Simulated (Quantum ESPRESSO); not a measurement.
**NiO: zone-centre phonons under several settings**

```xyz
2
Lattice="0.0000 2.0859 2.0859 2.0859 0.0000 2.0859 2.0859 2.0859 0.0000" Properties=species:S:1:pos:R:3 pbc="T T T"
Ni    0.0000    0.0000    0.0000
O     2.0859    2.0859    2.0859
```

All runs used Quantum ESPRESSO 7.5; occupations fermi-dirac, width 0.05 eV.

| level | potentials | k mesh (s: shifted) | geometry | spin | cutoff (eV) | volume (Å³/atom) | pressure (GPa) | lowest optical mode without the field (cm⁻¹) |
| --- | --- | --- | --- | --- | --- | --- | --- | --- |
| LDA | GBRV 1.5 LDA | 6 × 6 × 6s | relaxed cell | collinear spin, ferromagnetic start | 612 | ? | -0.1 | ? |
| PW91 | SSSP 1.3 efficiency PBE | 4 × 4 × 4s | given cell, atoms relaxed | no spin polarisation | 748 | 9.08 | -3.0 | 322 |

**Question.** What stands in the row left open?

**Answer.** Volume 8.30 Å³/atom; lowest optical mode without the field 384 cm⁻¹.

Caveats: all runs use coarse meshes; the mesh is thin for the phonons of a metal; the potentials were made for another functional, which shifts forces and pressure (some runs); the cell is more than 3 GPa from zero pressure, which shifts response properties (some runs).

For the row left open. Caveat: the k mesh is coarse (spacing up to 0.43 Å⁻¹), so the values aren't converged; the mesh is thin for the phonons of a metal.
